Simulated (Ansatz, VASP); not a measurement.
Two plane-wave programs on Zn2SiN3

INCAR

```
SYSTEM = Zn2SiN3
ALGO = Normal ; EDIFF = 1E-6
ENCUT = 520 ; GGA = PE
ISIF = 2 ; ISMEAR = 0
LASPH = .True. ; LCHARG = .False.
LREAL = .False. ; LWAVE = .False.
NBANDS = 30 ; NELM = 100
PREC = Accurate ; SIGMA = 0.1
```

Contents of KPOINTS:

```
k-points
0
Gamma
  4 4 4
  0 0 0
```

Contents of POSCAR:

```
Zn2SiN3
1.0
    3.0171042900     -3.0691643300      0.0000000000
    3.0171042900      3.0691643300      0.0000000000
    0.0000000000      0.0000000000      4.1475493900
Zn Si N
2 1 3
Direct
    0.2305165600      0.7694834400      0.5000000000
    0.7694834400      0.2305165600      0.5000000000
    0.0000000000      0.0000000000      0.0000000000
    0.0000000000      0.5000000000      0.5000000000
    0.5000000000      0.0000000000      0.5000000000
    0.0000000000      0.0000000000      0.5000000000
```

Input for Ansatz:

```yaml
crystal:
  lattice:
    - [3.01710429, -3.06916433, 0.0]
    - [3.01710429, 3.06916433, 0.0]
    - [0.0, 0.0, 4.14754939]
  atoms:
    - { symbol: Zn, position: [0.23051656, 0.76948344, 0.5] }
    - { symbol: Zn, position: [0.76948344, 0.23051656, 0.5] }
    - { symbol: Si, position: [0.0, 0.0, 0.0] }
    - { symbol: "N", position: [0.0, 0.5, 0.5] }
    - { symbol: "N", position: [0.5, 0.0, 0.5] }
    - { symbol: "N", position: [0.0, 0.0, 0.5] }
basis:
  ecutwfc: 420
kpoints:
  mp_grid: { grid: [4, 4, 4] }
hamiltonian:
  xc: pbe
scf:
  occupations: { method: gaussian, width: 0.1 }
  lower_state_search: "off"
output:
  forces: true
  stress: true
  eigenvalues: true
```

Alike in both runs: task single point; functional PBE; k mesh 4 × 4 × 4; occupations gaussian, width 0.1 eV; no spin polarisation.

```csv
,VASP,Ansatz
version,VASP 6.6.1,Ansatz 0.2.0
potentials or method,"VASP PAW PBE potentials, release 64 (Zn, Si, N)","scalar-relativistic, plane waves, PAW"
plane-wave cutoff (eV),520,420
valence electrons in the cell,43,43
```

|  | VASP | Ansatz | Ansatz less VASP |
| --- | --- | --- | --- |
| gap on the k mesh at the Fermi level (eV) | none | none | - |
| rms of the force components (eV/Å) | 8.533 | 8.100 | -0.4334 |

Atom by atom the forces differ by 0.433 eV/Å (rms over components). A gap of «none» marks a metal or a gap that the smearing closes.

Caveats: the k mesh is coarse (spacing up to 0.38 Å⁻¹), so the values aren't converged; forces of over 1 eV/Å show positions far from the minimum, so gaps and moduli don't describe the material at rest.
